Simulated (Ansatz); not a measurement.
I:

```
CELL_PARAMETERS angstrom
2.53835 -3.70662 0.00000
2.53835 3.70662 0.00000
-1.62087 0.00000 2.38110
ATOMIC_POSITIONS crystal
I 0.50000 0.50000 0.50000
```

* Program: Ansatz 0.2.0
* Task: relaxation of cell and atoms
* Functional: PBEsol
* Dispersion: D3(BJ)-ATM
* Potentials or basis: Ansatz PAW
* Cutoff: 420 eV (not typed: the program's choice for these potentials)
* k mesh: 7 × 7 × 11
* Occupations: fermi-dirac, width 0.05 eV
* Spin: no spin polarisation

At the start: volume 44.81 Å³/atom.

Q: Where does the relaxation end?

A: It ends after 11 steps and the volume is 34.63 Å³/atom (-22.7 %); space group Immm (No. 71, to 0.05 Å).

Step by step:
| step | energy change (eV) | largest force (eV/Å) | volume (Å³) |
| --- | --- | --- | --- |
| 1 | 0.0000 | 0.0000 | 44.81 |
| 2 | -0.0227 | 0.0000 | 41.86 |
| 3 | -0.0515 | 0.0000 | 38.36 |
| 4 | -0.0773 | 0.0000 | 35.62 |
| 5 | -0.0979 | 0.0000 | 33.95 |
| 6 | -0.1204 | 0.0000 | 33.17 |
| 7 | -0.1289 | 0.0000 | 34.16 |
| 8 | -0.1290 | 0.0000 | 34.14 |
| 9 | -0.1300 | 0.0000 | 34.57 |
| 10 | -0.1300 | 0.0000 | 34.63 |
| 11 | -0.1294 | 0.0000 | 34.63 |

Final structure:
```
I
1.0
     2.20226   -3.49108   -0.36329
     2.20226    3.49108   -0.36329
    -1.74705    0.00000    2.54048
I
1
Direct
  0.50000 0.50000 0.50000
```

Caveat: the volume moved by over 15 % at a fixed basis, so the end points are rough; the plane-wave basis is chosen anew once the cell has moved, so the energies of steps on either side of that aren't comparable; an odd number of electrons without spin polarisation forces a metal; a magnetic or distorted state may lie lower; pairwise dispersion overbinds metals, which lowers pressure and volume; the PAW data sets come from PBE, with cores solved anew for the run's functional, which leaves a small shift of forces and pressure.
